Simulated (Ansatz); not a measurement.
## AlN at 22 GPa: from Born charge to LO–TO splitting and polaron coupling

All numbers below come from Ansatz, DFT PBE, scalar-relativistic, plane waves, PAW. Plane waves to 420 eV; Γ-centred k mesh 10×10×10; fixed occupations. No spin polarisation. Phonons by linear response, acoustic sum rule imposed.

The cell, relaxed at 22 GPa:
```cif
data_structure
_symmetry_space_group_name_H-M 'F-43m'
_symmetry_Int_Tables_number 216
_cell_length_a 4.2660
_cell_length_b 4.2660
_cell_length_c 4.2660
_cell_angle_alpha 90.000
_cell_angle_beta 90.000
_cell_angle_gamma 90.000
_cell_volume 77.64
loop_
_atom_site_label
_atom_site_type_symbol
_atom_site_symmetry_multiplicity
_atom_site_Wyckoff_symbol
_atom_site_fract_x
_atom_site_fract_y
_atom_site_fract_z
_atom_site_occupancy
Al1 Al 4 a 0.00000 0.00000 0.00000 1
N1 N 4 c 0.25000 0.25000 0.25000 1
```

Other phases may be more stable at this pressure.

Linear response gives ν_TO = 725.6 cm⁻¹, Born charges ±2.538 e (positive on Al) and ε∞ = 4.465. The primitive cell holds 19.409 Å³, and the masses are 26.982 and 14.007 amu.

Task: Find ν_LO and the static dielectric constant.

Result: The long-wave field adds a restoring force: ω_LO² − ω_TO² = Z*²e²/(ε_vac ε∞ μV). In these units ν_LO² − ν_TO² = 4.92064×10⁷ Z*²/(μ V ε∞) cm⁻², with μ = m₁m₂/(m₁ + m₂) = 9.220 amu: 396695 cm⁻². So ν_LO = √(725.6² + 396695) = 960.8 cm⁻¹, and the run gives 960.8. Lyddane–Sachs–Teller then gives ε0 = ε∞ (ν_LO/ν_TO)² = 7.83, against 7.83 in the run (it forms both from the same three quantities, so the match checks the arithmetic only). Between ν_TO and ν_LO the dielectric function is negative and an undamped crystal reflects fully: a reststrahlen band from 10.4 to 13.8 μm.

Task: What do the Clausius–Mossotti polarisability and the Szigeti charge come to?

Result: With the Lorentz local field, α = (3V/4π)(ε∞ − 1)/(ε∞ + 2) = 2.48 Å³ for the pair, and e_S = 3Z*/(ε∞ + 2) = 1.18 e. The Born charge includes the electrons' response to the dipole's own local field, and e_S takes that enhancement out. The Lorentz field assumes point-like polarisable ions, a poor picture once ε∞ is this large, since the electron clouds then overlap or are shared, so both numbers are formal here.

Task: How strongly does a slow electron couple to the LO mode?

Result: For one isotropic parabolic band, Fröhlich's constant is α_F = (1/ε∞ − 1/ε0) √(m* Ry/ħω_LO), with Ry = 13.606 eV, ħω_LO = 119.1 meV and m* in free-electron masses: α_F = 0.0962 × 10.69 × √m* = 1.03 √m*. The band mass isn't part of this run; for m* = 0.1, 0.3 and 1 it gives 0.33, 0.56, 1.03. In weak coupling the polaron lies α_F ħω_LO below the band edge (67 meV at m* = 0.3) with a mass m*(1 + α_F/6); past α_F of about 5 or 6 that expansion fails. A semilocal functional's ε∞ tends to be too large, which taken alone lowers α_F.

This zinc-blende form isn't the usual stable structure of the compound at low pressure.

Cost: 1 run of about 0.19 core-minutes, on AMD EPYC 9R45 (Zen 5) (shared hosts).